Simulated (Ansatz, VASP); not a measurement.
## SnTe2 in VASP and in Ansatz

Contents of INCAR:

```
SYSTEM = SnTe2
PREC     = Accurate       ! precision mode
ENCUT    = 520            ! plane-wave cutoff, eV
EDIFF    = 1E-7           ! SCF threshold, eV
ISMEAR   = -1             ! smearing method
SIGMA    = 0.02           ! smearing width, eV
LREAL    = .False.        ! projectors in reciprocal space
LASPH    = .True.         ! aspherical terms in the spheres
NELM     = 60             ! most SCF steps
ALGO     = Normal         ! electronic algorithm
ISIF     = 2              ! what is computed and relaxed
LWAVE    = .False.        ! write WAVECAR
LCHARG   = .False.        ! write CHGCAR
GGA      = PE             ! functional
NBANDS   = 20             ! bands
```

KPOINTS

```
Automatic mesh
0
Gamma
  4 4 4
  0 0 0
```

Contents of POSCAR:

```
SnTe2
1.0
    0.0000000000      3.7010376726      3.7010376726
    3.7010376726      0.0000000000      3.7010376726
    3.7010376726      3.7010376726      0.0000000000
Sn Te
1 2
Direct
    0.0000000000      0.0000000000      0.0000000000
    0.2500000000      0.2500000000      0.2500000000
    0.7500000000      0.7500000000      0.7500000000
```

Input for Ansatz:

```yaml
crystal:
  lattice:
    - [0.0, 3.7010376726, 3.7010376726]
    - [3.7010376726, 0.0, 3.7010376726]
    - [3.7010376726, 3.7010376726, 0.0]
  atoms:
    - { symbol: Sn, position: [0.0, 0.0, 0.0] }
    - { symbol: Te, position: [0.25, 0.25, 0.25] }
    - { symbol: Te, position: [0.75, 0.75, 0.75] }
kpoints:
  mp_grid: { grid: [4, 4, 4] }
hamiltonian:
  xc: pbe
scf:
  occupations: { method: fermi_dirac, width: 0.02 }
  n_extra_bands: 4
output:
  forces: true
  stress: true
  eigenvalues: true
  write_density: true
  write_potential: true
  elf: true
  volumetric_format: npy
```

The cell was built by a generator and needn't be a form met in nature.

Alike in both runs: task single point; functional PBE; k mesh 4 × 4 × 4; occupations fermi-dirac, width 0.02 eV; no spin polarisation.

|  | VASP | Ansatz |
| --- | --- | --- |
| version | VASP 6.6.1 | Ansatz 0.2.0 |
| potentials or method | VASP PAW PBE potentials, release 64 (Sn_d, Te) | plane waves, PAW |
| plane-wave cutoff (eV) | 520 | 420 |
| valence electrons in the cell | 26 | 46 |

Ansatz gave:

| Quantity | Value |
| --- | --- |
| pressure (GPa) | 1.0 |

Question: Estimate VASP's values.

Answer: Pressure (GPa): 0.9.

The functional is the same, so the differences come from potentials, cutoffs and numerics. The two sets of potentials don't hold the same shells in valence.

Caveats: the k mesh is coarse (spacing up to 0.37 Å⁻¹), so the values aren't converged. Spin-orbit coupling is left out, which matters for the levels of Te.
